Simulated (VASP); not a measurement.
## A VASP 6.6.1 single-point calculation on SiC

INCAR

```
LASPH = .TRUE.
GGA = PE
IBRION = -1
ENCUT = 600
NELM = 94
ISIF = 2
LREAL = .FALSE.
PREC = Accurate
LWAVE = .FALSE.
SIGMA = 0.02
NBANDS = 16
LCHARG = .FALSE.
ISMEAR = -1
EDIFF = 1E-7
NSW = 0
NELECT = 15.98
ADDGRID = .TRUE.
```

KPOINTS

```
KPOINTS created by Atomic Simulation Environment
0
Gamma
8 8 4
0 0 0
```

POSCAR

```
Si C
 1.0000000000000000
     3.0341000000000000    0.0446000000000000   -0.0265000000000000
    -1.4784999999999999    2.6499999999999999    0.0297000000000000
    -0.0435000000000000    0.0312000000000000    5.1616000000000000
 Si  C
   2   2
Cartesian
 -0.0568799999999999  1.9956361399999998  0.0811662400000000
  1.2825566900000001  1.0550883400000000  2.5293696500000000
  0.2297857200000002  1.9099518999999998  1.9629021600000001
  1.4210916500000002  1.0668252599999999  4.4470878699999998
```

The recommended PBE PAW datasets give the neutral cell 16 valence electrons.

Command

```
mpirun -np 1 vasp_std
```

OSZICAR

```
N       E                     dE             d eps       ncg     rms          rms(c)
DAV:   1     0.335038753830E+02    0.33504E+02   -0.72755E+03  4224   0.931E+02
DAV:   2    -0.290184544964E+02   -0.62522E+02   -0.56758E+02  5904   0.168E+02
DAV:   3    -0.319308570002E+02   -0.29124E+01   -0.28982E+01  5648   0.339E+01
DAV:   4    -0.319534284285E+02   -0.22571E-01   -0.22568E-01  5240   0.367E+00
DAV:   5    -0.319536485660E+02   -0.22014E-03   -0.22013E-03  5672   0.348E-01    0.142E+01
DAV:   6    -0.272352831571E+02    0.47184E+01   -0.79607E+00  5424   0.186E+01    0.612E+00
DAV:   7    -0.271454682637E+02    0.89815E-01   -0.14563E+00  5968   0.739E+00    0.277E+00
DAV:   8    -0.271219501922E+02    0.23518E-01   -0.57336E-02  5232   0.169E+00    0.871E-01
DAV:   9    -0.271203449517E+02    0.16052E-02   -0.94387E-03  5880   0.724E-01    0.186E-01
DAV:  10    -0.271205891451E+02   -0.24419E-03   -0.12196E-03  5240   0.231E-01    0.970E-02
DAV:  11    -0.271206445523E+02   -0.55407E-04   -0.11021E-04  5288   0.795E-02    0.297E-02
DAV:  12    -0.271206455471E+02   -0.99474E-06   -0.16304E-05  5776   0.294E-02    0.141E-02
DAV:  13    -0.271206478836E+02   -0.23365E-05   -0.39946E-06  4792   0.141E-02    0.290E-03
DAV:  14    -0.271206479852E+02   -0.10161E-06   -0.18244E-07  5760   0.292E-03    0.202E-03
DAV:  15    -0.271206480056E+02   -0.20386E-07   -0.28195E-08  2800   0.123E-03
   1 F= -.27120648E+02 E0= -.27120548E+02  d E =-.199513E-03
```

From OUTCAR

```
k-points           NKPTS =    132   k-points in BZ     NKDIM =    132   number of bands    NBANDS=     16

   NELECT =      15.9800    total number of electrons

   dimension x,y,z NGX =    24 NGY =   24 NGZ =   42
   dimension x,y,z NGXF=    48 NGYF=   48 NGZF=   84

  energy-cutoff  :      600.00
  volume of cell :       41.84
      direct lattice vectors                 reciprocal lattice vectors
     3.034100000  0.044600000 -0.026500000     0.326920575  0.182378484  0.001652750
    -1.478500000  2.650000000  0.029700000    -0.005522270  0.374303360 -0.002309068
    -0.043500000  0.031200000  5.161600000     0.001710207 -0.001217409  0.193760147

 k-points in reciprocal lattice and weights: KPOINTS created by Atomic Simulation Env
   0.00000000  0.00000000  0.00000000       0.004
   0.12500000  0.00000000  0.00000000       0.008
   0.25000000  0.00000000  0.00000000       0.008
   0.37500000 -0.00000000  0.00000000       0.008
   0.50000000  0.00000000  0.00000000       0.004
  -0.00000000  0.12500000  0.00000000       0.008
   0.12500000  0.12500000  0.00000000       0.008
   0.25000000  0.12500000  0.00000000       0.008
   ...

 E-fermi :   8.6315

 k-point     1 :       0.0000    0.0000    0.0000
  band No.  band energies     occupation
      1      -7.5096      2.00000
      2      -4.0676      2.00000
      3      -0.7643      2.00000
      4       5.4461      2.00000
      5       7.4102      2.00000
      6       7.8004      2.00000
      7       8.2162      2.00000
      8       8.7371      0.01010
      9      12.5466      0.00000
     10      13.5211      0.00000
     11      14.7505      0.00000
     12      15.2165      0.00000
     13      15.4319      0.00000
     14      16.3342      0.00000
     15      18.1794      0.00000
     16      19.0136      0.00000

 k-point     2 :       0.1250    0.0000    0.0000
  band No.  band energies     occupation
      1      -7.2548      2.00000
      2      -3.8426      2.00000
      3      -0.5276      2.00000
      4       5.1064      2.00000
      5       6.1500      2.00000
      6       7.2897      2.00000
      7       7.7103      2.00000
      8       8.2760      2.00000
      9      12.9225      0.00000
     10      13.6889      0.00000
     11      14.3849      0.00000
     12      15.2875      0.00000
     13      16.1084      0.00000
     14      16.5375      0.00000
     15      17.5235      0.00000
     16      18.5621      0.00000

 k-point     3 :       0.2500    0.0000    0.0000
  band No.  band energies     occupation
      1      -6.5212      2.00000
      2      -3.2138      2.00000
      3       0.1218      2.00000
      4       3.2827      2.00000
      5       4.7521      2.00000
      6       5.8164      2.00000
      7       7.0383      2.00000
      8       7.6552      2.00000
      9      11.8377      0.00000
     10      12.7339      0.00000
     11      14.5361      0.00000
     12      15.3954      0.00000
     13      16.2745      0.00000
     14      17.6029      0.00000
     15      18.4595      0.00000
     16      19.3604      0.00000

 ...

  Total       10.4693249      6.3054476     -0.0243435     -9.6895723     -5.9959022      6.1102629
  in kB      400.9319977    241.4726569     -0.9322549   -371.0706844   -229.6183439    233.9978883
  external PRESSURE =     213.8241333 kB  Pullay stress =       0.0000000 kB

 POSITION                                       TOTAL-FORCE (eV/Angst)
 -----------------------------------------------------------------------------------
     -0.05688      1.99564      0.08117         0.643823     -1.502584     -1.998383
      1.28256      1.05509      2.52937        13.091152     -9.139719      7.115801
      0.22979      1.90995      1.96290       -13.504162      9.516304     -6.599818
      1.42109      1.06683      4.44709        -0.230812      1.125999      1.482400
 -----------------------------------------------------------------------------------
    total drift:                               -0.000055      0.000103     -0.000098

  FREE ENERGIE OF THE ION-ELECTRON SYSTEM (eV)
  ---------------------------------------------------
  free  energy   TOTEN  =       -27.1206480056 eV

  energy  without entropy=      -27.1204484926  energy(sigma->0) =      -27.12054825
```

It converged. Results: pressure 21.4 GPa; largest force 17.79 eV/Å.

The cell is charged and sits in a uniform background.

For comparison, a separate PBE run of the intended cell, on usual settings and not on those above, gives a gap of 1.19 eV on its mesh and a pressure of 22.4 GPa.

The run above took about 35 s on one core of a shared host (Intel Xeon 6975P-C) and held 0.28 GiB at most.
